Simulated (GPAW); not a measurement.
Ag:

```
Ag
1.0
     0.00000    2.04275    2.04275
     2.04275    0.00000    2.04275
     2.04275    2.04275    0.00000
Ag
1
Direct
  0.00000 0.00000 0.00000
```

Program: GPAW 26.7.0. Alike in all runs: cell as given; k mesh 11 × 11 × 11; cutoff (eV) 600.

Task: Order these runs on this cell by their pressure, lowest first.
A. level PBE; potentials or basis GPAW PAW data sets (gpaw-data 1.2.1), pw; spin off; smearing gaussian 0.011 eV
B. level BLYP; potentials or basis PAW data sets generated in the run's folder for this functional, pw; spin off; smearing fermi-dirac 0.05 eV; eigensolver davidson; band path GXWKGLUWLK,UX; band points 80
C. level LDA; potentials or basis the program's PAW data sets (release 1.2.1) made for this functional, pw; spin off; smearing gaussian 0.02 eV
D. level revPBE; potentials or basis the program's PAW data sets (release 1.2.1) made for this functional, pw; spin off; smearing fermi-dirac 0.05 eV; band path GXWKGLUWLK,UX; band points 100
E. level TPSS; potentials or basis GPAW PAW data sets (gpaw-data 1.2.1), pw; spin SOC, no magnetisation; smearing fermi-dirac 0.05 eV; eigensolver davidson; band path GXWKGLUWLK,UX; band points 60; spin axis theta (degrees) 90; spin axis phi (degrees) 45

Result: C (-7.7 GPa), E (-0.5 GPa), A (4.2 GPa), D (7.3 GPa), B (11.9 GPa).

Caveats: spin-orbit coupling was added after a scalar SCF, so levels and gaps hold it while energy, forces, pressure and moments don't (some runs); the PAW data sets were made with another functional, which shifts forces and pressure a little (some runs).

Not every run made on this cell is shown here.
